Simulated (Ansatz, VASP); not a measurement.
**Two plane-wave programs on AgCl**

Contents of INCAR:

```
PREC = Accurate ; ENCUT = 520
EDIFF = 1E-6 ; ISMEAR = 0
SIGMA = 0.01 ; LREAL = False
LASPH = True ; NELM = 80
ALGO = Normal ; ISIF = 2
LWAVE = False ; LCHARG = False
GGA = PE ; NBANDS = 26
```

KPOINTS

```
regular mesh
0
Gamma
  6 6 4
```

The input POSCAR:

```
AgCl
1.0
    3.9907725160      0.0000000000      0.0000000000
   -1.9953862580      3.4561103796      0.0000000000
    0.0000000000      0.0000000000      6.0732723695
Ag Cl
2 2
Direct
    0.0000000000      0.0000000000      0.0000000000
    0.0000000000      0.0000000000      0.5000000000
    0.3333333333      0.6666666667      0.2500000000
    0.6666666667      0.3333333333      0.7500000000
```

Input for Ansatz:

```yaml
crystal:
  lattice:
    - [3.990772516, 0.0, 0.0]
    - [-1.995386258, 3.4561103796, 0.0]
    - [0.0, 0.0, 6.0732723695]
  atoms:
    - { symbol: Ag, position: [0.0, 0.0, 0.0] }
    - { symbol: Ag, position: [0.0, 0.0, 0.5] }
    - { symbol: Cl, position: [0.3333333333, 0.6666666667, 0.25] }
    - { symbol: Cl, position: [0.6666666667, 0.3333333333, 0.75] }
kpoints:
  mp_grid: { grid: [6, 6, 4] }
hamiltonian:
  xc: pbe
scf:
  occupations: { method: fixed }
  n_extra_bands: 5
output:
  forces: true
  stress: true
  eigenvalues: true
```

Alike in both runs: task single point; functional PBE; k mesh 6 × 6 × 4; no spin polarisation.

```csv
,VASP,Ansatz
version,VASP 6.6.1,Ansatz 0.2.0
potentials or method,"VASP PAW PBE potentials, release 64 (Ag, Cl)","plane waves, PAW"
plane-wave cutoff (eV),520,420
occupations,"gaussian, width 0.01 eV",fixed
valence electrons in the cell,36,52
```

|  | VASP | Ansatz | Ansatz less VASP |
| --- | --- | --- | --- |
| gap on the k mesh at the Fermi level (eV) | 0.91 | 0.91 | +0.001 |
| pressure (GPa) | 3.0 | 3.2 | +0.12 |

The two sets of potentials don't hold the same shells in valence.
